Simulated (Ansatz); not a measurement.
## Squeezing In (hcp type)

```xyz
2
Lattice="3.4436 0.0000 0.0000 -1.7218 2.9823 0.0000 0.0000 0.0000 5.4102" Properties=species:S:1:pos:R:3 pbc="T T T"
In    0.0000    1.9882    1.3525
In    1.7218    0.9941    4.0576
```

The cell comes from a relaxation on PAW files under the same functional, begun from a prototype that needn't be the stable phase.

Its volume is scaled, and at each volume shape and atoms are relaxed on PAW files; all methods then take that cell.

Level of theory: DFT with PBE, scalar-relativistic, in Ansatz 0.2.0; a Γ-centred 13×13×7 k mesh, Fermi–Dirac smearing of 0.08 eV, no spin polarisation. LAPW: all electrons, basis error target 1 meV/atom; PAW: frozen-core files, cutoff 420 eV; crystal datasets: all electrons, by PAW datasets that the program makes for each cell; norm-conserving: pseudopotentials, cutoff 952 eV; PAW (cutoff 800 eV): frozen-core files, cutoff 800 eV.

Energies are extrapolated to zero smearing and count from the unscaled cell; pressure is positive in compression; gaps take the mesh and a band path. No temperature or zero-point motion is included.

```csv
V/V0,V (Å³/atom),P LAPW (GPa),ΔE LAPW (eV/atom),P PAW − LAPW (GPa),ΔE PAW − LAPW (meV/atom),space group,shortest distance (Å)
1.00,27.78,0.00,0.000,0.00,0.0,P6_3/mmc,3.357
0.95,26.39,1.96,0.008,0.00,0.0,P6_3/mmc,3.305
0.85,23.61,8.28,0.091,0.00,0.0,P6_3/mmc,3.192
0.75,20.84,20.3,0.327,-0.01,0.0,P6_3/mmc,3.070
0.65,18.06,?,0.862,0.01,0.0,P6_3/mmc,2.933
0.55,15.28,94.7,2.011,0.07,0.5,P6_3/mmc,2.780
0.45,12.50,211.7,4.517,0.23,3.0,P6_3/mmc,2.604
0.40,11.11,327.8,6.813,0.30,5.4,P6_3/mmc,2.505
```

(1) What belongs in the row "0.65", column "P LAPW (GPa)"?

(2) Fit the Vinet equation to the LAPW pressures over the whole range, with residuals weighted by 1/(|P| + 0.03·Pmax).

(3) From the table, what is the rise of the enthalpy H = E + pV up to the last row, and how stiff is the crystal between the last two rows?

(4) At the smallest volume, how far do crystal datasets and norm-conserving and PAW (cutoff 800 eV) lie from LAPW in pressure?

(5) How do the Löwdin populations by LAPW change from the unscaled cell to the last row?

## Answers

(1) 44.3.

(2) V0 = 27.88 Å³/atom, B0 = 29.7 GPa and B0′ = 6.07, and the fit misses no point by more than 4.2 GPa. A fit over so wide a range pins B0 less well than one near rest.

(3) ΔH = 6.813 eV + (327.8 GPa × 11.11 Å³ − 0.00 GPa × 27.78 Å³) × 0.006242 eV/(GPa·Å³) = 29.55 eV/atom, of which pV makes 77 %. The mean bulk modulus there is −ΔP/Δln V = 986 GPa.

(4) crystal datasets: 0.00 GPa; norm-conserving: -0.42 GPa; PAW (cutoff 800 eV): +0.12 GPa, on a LAPW pressure of 327.8 GPa.

(5) In 4s 1.99 → 1.94, In 5s 1.38 → 0.96, In 4p 5.99 → 5.96, In 5p 1.64 → 2.20, In 4d 9.99 → 9.93 electrons an atom. These are projections on the shells that the free atoms fill; 0.03 e a cell lies outside them at the start and 0.05 e at the end.
